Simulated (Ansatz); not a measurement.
# BN (P6_3/mmc) in Ansatz: band structure with HSE06

Aim: the band structure of BN with HSE06.

Everything below comes from runs of Ansatz 0.2.0. Logs are shortened: lines on timing, memory, paths and dates and some standing lists are left out, and cuts for length are marked.

## 1. Starting point

The structure is hexagonal, space group P6_3/mmc (No. 194). The conventional cell has a = 2.498 Å, b = 2.498 Å, c = 6.636 Å, α = 90.00°, β = 90.00°, γ = 120.00°. N (site symmetry -6m2) has 3 B at 1.44 Å as nearest neighbours. B (site symmetry -6m2) is surrounded by 3 N at 1.44 Å.

## 2. Band structure, HSE06

input.yaml

```yaml
crystal:
  lattice:
    - [2.49824, 0.0, 0.0]
    - [-1.24912, 2.1635393048, 0.0]
    - [0.0, 0.0, 6.6357]
  atoms:
    - { symbol: "N", position: [0.6666666667, 0.3333333333, 0.25] }
    - { symbol: "N", position: [0.3333333333, 0.6666666667, 0.75] }
    - { symbol: B, position: [0.6666666667, 0.3333333333, 0.75] }
    - { symbol: B, position: [0.3333333333, 0.6666666667, 0.25] }
hamiltonian:
  xc: hse06
  pseudopotentials: { kind: paw }
kpoints:
  mp_grid: { grid: [7, 7, 3] }
  band_path:
    path:
      - [[0.0, 0.0, 0.0], [0.5, 0.0, 0.0], [0.3333333333, 0.3333333333, 0.0], [0.0, 0.0, 0.0], [0.0, 0.0, 0.5], [0.5, 0.0, 0.5], [0.3333333333, 0.3333333333, 0.5], [0.0, 0.0, 0.5]]
      - [[0.5, 0.0, 0.5], [0.5, 0.0, 0.0]]
      - [[0.3333333333, 0.3333333333, 0.0], [0.3333333333, 0.3333333333, 0.5]]
    npoints: 4
scf:
  occupations: { method: fermi_dirac, width: 0.05 }
  n_extra_bands: 10
output:
  forces: true
  stress: true
  eigenvalues: true
  fatbands: false
  write_density: true
  write_potential: true
  elf: true
  volumetric_format: npy
```

Potentials or basis: Ansatz PAW.

Command:

```
$ ansatz run input.yaml --threads 2 --pin off --max-ram 5632MiB --backend cpu --events-out ev --progress --plain --runs-dir out
```

Log:

```text
Warning: output.stress: scf.convergence.dr2_threshold = 1e-7 eV (the SCF's general default) is looser than the 4e-10 eV advised for a printed stress (1e-10 eV for each atom of the cell: 4). What an SCF threshold leaves in a stress goes as its square root, and in the free energy as the threshold itself, and one threshold admits the most on a small cell: of the crystals measured, under no hybrid functional and no lock of the moments, on runs that ended without the residual-converged pass, on stresses that held no estimate of that error, the worst erred by over 100 MPa in a component at 1e-7 eV an atom and by under 5 at 1e-10. Set scf.convergence.dr2_threshold to 4e-10 eV or tighter. The threshold is an SCF's pass mark: one that does not reach it within its budget of iterations ends unconverged, or closes short of it on a stop that the run arms, and scf.convergence.dr2_threshold's page says what that costs each kind of run
Warning: output.stress: scf.exx.energy_threshold = 1e-6 eV is looser than the 4e-8 eV advised for a stress under a hybrid functional (1e-8 eV for each atom of the cell: 4). Every SCF of the exchange loop can meet its threshold on dr2 while the loop round them stops early: no threshold on dr2 bounds what that leaves in the stress. Set scf.exx.energy_threshold to 4e-8 eV or tighter. The threshold is the loop's pass mark: a loop that does not reach it within its budget of cycles ends unconverged, and scf.exx.energy_threshold's page has the law
Warning: RAYON_NUM_THREADS=2 ignored (pool sized by the plan → 2); use --threads N
scf.n_extra_bands = 10 over 8 filled bands (N_el = 16.0): the run solves 18 bands
Engine: ansatz 0.2.0, aarch64-unknown-linux-gnu
Pseudopotentials: kind: paw
Pseudopotential: N, paw, valence charge 5, recommended cutoff 420 eV (normal), N.paw.azcp
Pseudopotential: B, paw, valence charge 3, recommended cutoff 420 eV (normal), B.paw.azcp
Functional definition: HSE06
  parameter a = 0.25
  parameter omega = 0.11/bohr
  exchange = pbe_x - a*pbe_x_sr(omega) + a*exact_x_sr(omega)
  correlation = pbe_c
Crystal: 4 atoms, lattice volume = 35.866 Å³
Basis set: ecut = 420 eV, 689 PW (Γ), exchange–correlation on 36×36×90 points (8 copies of the dense FFT grid, shifted against one another)
Bands: 18, of which v1, the nominal top of the filled ones, is band 8 counted from 1 (7 counted from 0)
Symmetry: 24 space group operations
Space group: P63/mmc (ITA 194), of the structure as read, at distance tolerance 3.3e-5 Å
k-points: 16 of 147
Non-local potential: N, projectors of the file, l = 0: 2, l = 1: 2, l = 2: 1
Non-local potential: B, projectors of the file, l = 0: 2, l = 1: 2, l = 2: 1
PAW form: soft (Blöchl's): semilocal exchange-correlation on the pseudo side does not see the compensation charge
PAW frozen core: N, regenerated for the run's functional, and the local potential with it (the file was generated under x = pbe(κ = 0.804, μ = 0.2195149727645171), c = pbe(β = 0.06672455060314922))
PAW frozen core: B, regenerated for the run's functional, and the local potential with it (the file was generated under x = pbe(κ = 0.804, μ = 0.2195149727645171), c = pbe(β = 0.06672455060314922))
PAW one-centre angular grid: N, 110 points (default); XC on 64 Gauss nodes
PAW one-centre angular grid: B, 110 points (default); XC on 64 Gauss nodes
Initial density: superposition of atomic densities (neutral atoms: chi_scale 0, normalization atom), corrected by the library's trained network
Initial wavefunctions: pseudopotential atomic-orbital guess
Functional: x = pbe(κ = 0.804, μ = 0.2195149727645171), c = pbe(β = 0.06672455060314922), warm-up for x = pbe(κ = 0.804, μ = 0.2195149727645171) + 0.25 (exact − pbe) at short range (hse, ω = 0.20786987370883472 Å⁻¹), c = pbe(β = 0.06672455060314922); HSE06 as pw.x's `hse` composes it (authors' and Libxc's form: `xc: wpbeh`)
SCF iter   1: F=—  HF=-1084.798109 eV  |F-HF|=—  |Δ(HF+E_count)|=         —  Δρ=1.51e-3  dr2=2.47e-4  ethr=1.77e-3  ⟨swp⟩=2.2  Hψ=1992  notcnv=0
preconditioner: auto → none  [insulator: Δε(μ)=4.494 eV  Ē_g=20.079 eV  σ=0.050 eV  W_gap=1.00  n_scr=4 (ndim 8)  ℏωp=24.8 eV  f_vac=0.022  D(μ)=0.00/eV (n_scr^D=0)]
SCF iter   2: F=-1084.799475 eV  HF=-1084.799112 eV  |F-HF|=3.63e-4  |Δ(HF+E_count)|=   1.00e-3  Δρ=7.32e-4  dr2=4.01e-5  ethr=1.54e-6  ⟨swp⟩=3.1  Hψ=473  notcnv=0  defer=1
SCF 1 stopped early in 2 iterations: F = -1084.799475 eV  dr2 = 4.01e-5
Initial density: handed on by an earlier stage of this run
Initial wavefunctions: those handed on with the density
Functional: x = pbe(κ = 0.804, μ = 0.2195149727645171) + 0.25 (exact − pbe) at short range (hse, ω = 0.20786987370883472 Å⁻¹), c = pbe(β = 0.06672455060314922); HSE06 as pw.x's `hse` composes it (authors' and Libxc's form: `xc: wpbeh`)
Exchange kernel: α = 0.2500, screened, ω = 0.2079 Å⁻¹, Wigner–Seitz truncation, v(0) = 1040.9073 eV·Å³, q-mesh 7×7×3, nearest image of the exchange supercell L = 17.49 Å, pair-density grid 15×15×32, without the augmentation charges, whose exchange is taken in its separable form by FFT convolution over the k-point mesh (sized by the pseudopotential files, 15×15×45 at the most), smooth part of the exact exchange by density-matrix convolution
Frozen-core exchange: fock
SCF iter   1: F=—  HF=-1085.039826 eV  |F-HF|=—  |Δ(HF+E_count)|=         —  Δρ=7.76e-3  dr2=1.40e-2  ethr=2.51e-6  ⟨swp⟩=7.1  Hψ=1385  notcnv=0
preconditioner: auto → none  [insulator: Δε(μ)=5.848 eV  Ē_g=22.529 eV  σ=0.050 eV  W_gap=1.00  n_scr=4 (ndim 8)  ℏωp=24.8 eV  f_vac=0.020  D(μ)=0.00/eV (n_scr^D=0)]
SCF iter   2: F=—  HF=-1085.035136 eV  |F-HF|=—  |Δ(HF+E_count)|=   4.69e-3  Δρ=3.63e-3  dr2=2.39e-3  ethr=2.51e-6  ⟨swp⟩=3.3  Hψ=648  notcnv=0
SCF iter   3: F=—  HF=-1085.040104 eV  |F-HF|=—  |Δ(HF+E_count)|=   4.97e-3  Δρ=1.76e-3  dr2=9.74e-4  ethr=2.51e-6  ⟨swp⟩=3.2  Hψ=503  notcnv=0
iter 4 solved again at ethr=7.68e-8 eV; its pass at ethr=2.51e-6 eV (dr2=1.23e-5 eV) is discarded
SCF iter   4: F=—  HF=-1085.039809 eV  |F-HF|=—  |Δ(HF+E_count)|=   2.95e-4  Δρ=2.45e-4  dr2=2.80e-5  ethr=7.68e-8  ⟨swp⟩=2.0  Hψ=1024  notcnv=0
SCF iter   5: F=—  HF=-1085.039892 eV  |F-HF|=—  |Δ(HF+E_count)|=   8.27e-5  Δρ=2.34e-4  dr2=1.65e-5  ethr=7.68e-8  ⟨swp⟩=3.1  Hψ=484  notcnv=0
SCF iter   6: F=-1085.039887 eV  HF=-1085.039887 eV  |F-HF|=3.02e-8  |Δ(HF+E_count)|=   4.35e-6  Δρ=3.20e-5  dr2=1.69e-6  ethr=7.68e-8  ⟨swp⟩=2.4  Hψ=429  notcnv=0
SCF 2 stopped early in 6 iterations: F = -1085.039887 eV  dr2 = 1.69e-6
hybrid outer 1: dexx = +6.082e-3 eV, tail = 1.29e-5 eV
Exchange kernel: α = 0.2500, screened, ω = 0.2079 Å⁻¹, Wigner–Seitz truncation, v(0) = 1040.9073 eV·Å³, q-mesh 7×7×3, nearest image of the exchange supercell L = 17.49 Å, pair-density grid 15×15×32, without the augmentation charges, whose exchange is taken in its separable form by FFT convolution over the k-point mesh (sized by the pseudopotential files, 15×15×45 at the most), smooth part of the exact exchange by density-matrix convolution
Frozen-core exchange: fock
SCF iter   1: F=—  HF=-1085.039976 eV  |F-HF|=—  |Δ(HF+E_count)|=         —  Δρ=4.34e-5  dr2=3.86e-7  ethr=4.04e-7  ⟨swp⟩=5.0  Hψ=796  notcnv=0
preconditioner: auto → none  [insulator: Δε(μ)=5.849 eV  Ē_g=22.529 eV  σ=0.050 eV  W_gap=1.00  n_scr=4 (ndim 8)  ℏωp=24.8 eV  f_vac=0.021  D(μ)=0.00/eV (n_scr^D=0)]
SCF iter   2: F=—  HF=-1085.039976 eV  |F-HF|=—  |Δ(HF+E_count)|=   8.24e-8  Δρ=1.07e-5  dr2=1.88e-8  ethr=2.29e-9  ⟨swp⟩=3.0  Hψ=510  notcnv=0
SCF iter   3: F=-1085.039976 eV  HF=-1085.039976 eV  |F-HF|=6.27e-10  |Δ(HF+E_count)|=   1.09e-8  Δρ=2.41e-6  dr2=1.01e-8  ethr=5.53e-11  ⟨swp⟩=3.1  Hψ=588  notcnv=0
SCF 3 converged in 3 iterations: F = -1085.039976 eV  dr2 = 1.01e-8
  Residual-converged pass: ⟨swp⟩=2.6  Hψ=437  notcnv=0  max |occ|·‖R‖ = 2.2e-6 eV (tolerance 2.4e-6 eV)  dr2=1.01e-8  dr2_onsite=1.45e-10  max |Δocc| = 0.0e0
hybrid outer 2: dexx = +1.373e-7 eV, tail = 2.36e-8 eV, Δε = 2.03e-3 eV (about 1.07e-4 eV left of the loop's levels)
NSCF: frozen V_eff on 39 k-points
hybrid SCF converged: 2 outer / 9 inner (+2 warm-up), last move |dexx| = 1.37e-7 eV, tail = 2.36e-8 eV
Stability not checked: this state was not tested for a lower state beside it, because the functional holds exact exchange (a hybrid, or Hartree-Fock), whose exchange loop this test does not read (fock_operator; see scf.lower_state_search)
Free energy (F): -1085.039976 eV
Frozen-core exchange: fock
Harris-Foulkes:  -1085.039976 eV  (|F-HF|=6.27e-10)
Internal energy: -1085.039976 eV  (E = F + TS)
E sigma→0 (E₀):  -1085.039976 eV
Fermi energy:    6.878896 eV
--- Per-component energies (eV) ---
  E_band       = -62.428114
  E_kinetic    = 367.673930
  E_local      = -692.054699  (includes V_loc(G=0)·N_el)
  E_nonlocal   = 113.825226
  E_hartree    = 224.059318
  E_xc         = -149.393386
  E_vxc        = -183.557439  (∫ρ·V_xc dr)
  E_exx        = -38.839361  (= α·E_x^exact, valence–valence)
  E_paw        = -410.310585  (= ΣΔE_a)
  E_vpaw       = -38.756308  (= ΣTr[D̂ρ^β])
  E_aug_tail   = 0.000197  (compensation charges beyond the density's cutoff)
  E_ewald      = -499.931209
  E_core_change = -0.069406  (= ΣΔE_core)
  E_smearing   = -0.000000  (= −TS)
  E_closure    = -0.000000  (closes the sum)
  Σ components = -1085.039976   (vs F -1085.039976, Δ=-2.27e-13)
--- Forces (eV/Å), atoms counted from 1 ---
  atom   1  N     -0.00000000     0.00000000     0.00000000
  atom   2  N     -0.00000000    -0.00000000    -0.00000000
  atom   3  B     -0.00000000     0.00000000     0.00000000
  atom   4  B     -0.00000000    -0.00000000    -0.00000000
  max |Σ_I F_I| component: 2.41e-16 eV/Å
--- Stress (GPa, compression-positive) ---
       -1.160703       0.000000       0.000000
       -0.000000      -1.160703      -0.000000
        0.000000      -0.000000       2.446893
  P = ⅓ Tr σ = 0.0418 GPa (0.418 kbar)
--- Band table (eV; the first three rows and the last of 16) ---
  k-point 0: bands = ["-15.6576", "-15.3463", "-2.8397", "-0.5442", "2.4070", "2.4070", "2.4480", "2.4480", "10.4187", "16.0518", "17.3576", "17.3576", "17.4973", "17.4973", "18.1520", "19.3288", "20.7641", "22.7867"]
  k-point 1: bands = ["-15.5833", "-15.4279", "-2.3492", "-1.2226", "2.4173", "2.4173", "2.4375", "2.4375", "11.6960", "14.3636", "17.3920", "17.3920", "17.4618", "17.4618", "18.6662", "19.1360", "21.0979", "21.9618"]
  k-point 2: bands = ["-15.2260", "-14.9292", "-2.2331", "0.0005", "0.7658", "0.8082", "1.6599", "1.7109", "11.1185", "15.7502", "16.8534", "17.2866", "17.7186", "19.1355", "19.2690", "19.4756", "21.9216", "22.1113"]
  k-point 15: bands = ["-11.7861", "-11.7439", "-4.8185", "-4.7778", "-3.3317", "-3.3102", "3.3424", "3.7764", "10.3143", "10.5627", "17.1056", "17.8705", "19.1580", "19.6989", "22.1588", "22.3059", "23.5958", "24.2345"]
```

Wall time 2.1 min (2 threads of Arm Neoverse V2, shared host); peak memory 0.72 GiB.

What came out:

```yaml
Free_energy: -1085.0400 eV
Pressure: 0.0 GPa
Band_gap_on_the_k_mesh: 5.85 eV, indirect (least direct gap 6.08 eV)
Band_gap_along_the_path: 5.59 eV, indirect (least direct gap 6.07 eV)
```

Levels at the corners of the path, in eV from the valence-band top:
```
point  band 6  band 7  band 8  band 9  band 10  band 11
    Γ   -1.59   -1.55   -1.55    6.42    12.06    13.36
    M   -4.58   -1.56   -0.50    5.59     7.10    11.12
    K   -7.97   -0.09   -0.09    6.30     6.30    12.02
    Γ   -1.59   -1.55   -1.55    6.42    12.06    13.36
    A   -1.57   -1.57   -1.57    8.99     8.99    13.43
    L   -4.62   -1.01   -1.01    6.08     6.08    11.56
    H   -7.98   -0.02   -0.02    6.06     6.06    13.32
    A   -1.57   -1.57   -1.57    8.99     8.99    13.43
    L   -4.62   -1.01   -1.01    6.08     6.08    11.56
    M   -4.58   -1.56   -0.50    5.59     7.10    11.12
    K   -7.97   -0.09   -0.09    6.30     6.30    12.02
    H   -7.98   -0.02   -0.02    6.06     6.06    13.32
```

Caveat: the k mesh misses the band edges, so the gap on the mesh is wider than the one along the path; the pressure holds a Pulay correction of +0.5 GPa for the finite cutoff; this functional lacks dispersion, which binds the layers, so the pressure and a relaxed spacing across them are unreliable; the PAW data sets come from PBE, with cores solved anew for the run's functional, which leaves a small shift of forces and pressure; the thresholds are loose for stress.
